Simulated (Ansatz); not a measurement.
## HfO2 under changes of volume

One of the cells (11.152 Å³/atom); the others are scaled copies at fixed shape and fractional positions:

```xyz
3
Lattice="0.0000 2.5575 2.5575 2.5575 0.0000 2.5575 2.5575 2.5575 0.0000" Properties=species:S:1:pos:R:3 pbc="T T T"
Hf    0.0000    0.0000    0.0000
O     3.8363    3.8363    3.8363
O     1.2788    1.2788    1.2788
```

Measurements of this composition are mostly on another form, of space group No. 14.

* Program: Ansatz 0.2.0
* Functional: PBE
* Dispersion: D3(BJ)
* Potentials or basis: Ansatz PAW
* Cutoff: 420 eV (not typed: the program's choice for these potentials)
* k mesh: 7 × 7 × 7
* Occupations: fermi-dirac, width 0.05 eV
* Spin: spin-orbit coupling, no magnetisation

```csv
volume (Å³/atom),energy over the lowest point (meV/atom),pressure (GPa),gap on the mesh (eV)
10.483,11.13,9.9,4.06
10.706,?,?,?
10.929,0.00,-1.4,3.96
11.152,5.25,-6.2,3.90
11.375,16.95,-10.5,3.85
11.598,34.41,-14.4,3.79
11.821,56.92,-17.9,3.74
```

Q: What does the run at 10.706 Å³/atom give?

A: Energy over the lowest point 1.63 meV/atom; pressure 3.9 GPa; gap on the mesh 4.01 eV.

Worked out: A Birch-Murnaghan fit of order 3 (a polynomial in V^(-2/3)) to the other rows has its minimum at 10.87 Å³/atom with B0 = V·E''(V) = 253 GPa and B' = 4.0. It gives 1.66 meV/atom at 10.706 Å³/atom, against the run's 1.63, and -dE/dV = 3.9 GPa, against 3.9. A straight line through the other rows of the gap, of slope -2.69 eV per unit of ln V, gives 4.01 eV, against the run's 4.01.

Energies are extrapolated to zero smearing.

Caveats: odd divisions of the mesh miss points on the zone boundary, where band edges often lie, so the gap on the mesh can be too wide.

A mesh can miss the band edges.
